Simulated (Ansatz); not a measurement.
# FeO: the cost of one run

Method: DFT LDA+U (U_eff = 1 eV on Fe d), plane waves, PAW, in Ansatz 0.2.0.

2 further runs of the same task are left out: 2 that didn't finish.

### Step 1. Starting point

The structure is hexagonal, space group P-6m2 (No. 187). The conventional cell has a = 2.903 Å, b = 2.903 Å, c = 2.833 Å, α = 90.00°, β = 90.00°, γ = 120.00°. Fe (site symmetry -6m2) is surrounded by 6 O at 2.19 Å. O (site symmetry -6m2) has 6 Fe at 2.19 Å as nearest neighbours.

As a file:

```
CELL_PARAMETERS angstrom
2.90291 0.00000 0.00000
-2.90291 5.02798 0.00000
0.00000 0.00000 2.83309
ATOMIC_POSITIONS crystal
Fe 0.00000 0.00000 0.00000
O 0.66667 0.16667 0.50000
Fe 0.00000 0.50000 0.00000
O 0.66667 0.66667 0.50000
```

An earlier series on this cell reached its lowest free state from «ferromagnetic start, free, natural orbitals of the symmetric run filled by rank», perhaps among other starts.

### Step 2. No spin polarisation

File input.yaml:

```yaml
crystal:
  lattice:
    - [2.90290551, 0.0, 0.0]
    - [-2.9029055, 5.02797984, 0.0]
    - [0.0, 0.0, 2.83309195]
  atoms:
    - { symbol: Fe, position: [0.0, 0.0, 0.0] }
    - { symbol: O, position: [0.6666666667, 0.1666666667, 0.5] }
    - { symbol: Fe, position: [0.0, 0.5, 0.0] }
    - { symbol: O, position: [0.6666666667, 0.6666666667, 0.5] }
basis:
  ecutwfc: 420
  ecutrho_ratio: 4
kpoints:
  mp_grid: { grid: [7, 7, 7] }
hamiltonian:
  xc: lda
  hubbard:
    sites: [{ site: 0, l: d, u_eff: 1.0 }, { site: 2, l: d, u_eff: 1.0 }]
scf:
  occupations: { method: gaussian, width: 0.05 }
  lower_state_search: "off"
  max_iter: 150
output:
  forces: true
  stress: true
  eigenvalues: true
  populations: true
  hubbard: { sites: [{ site: 0, l: d }, { site: 2, l: d }] }
```

Started as:

```
$ ansatz run input.yaml --threads 2 --pin off --max-ram 3072MiB --backend cpu --events-out ev --progress --plain --runs-dir out
```

What time and memory should one allow on 2 threads of Arm Neoverse N1, shared host?

About 14 s, with a peak of 0.39 GiB.
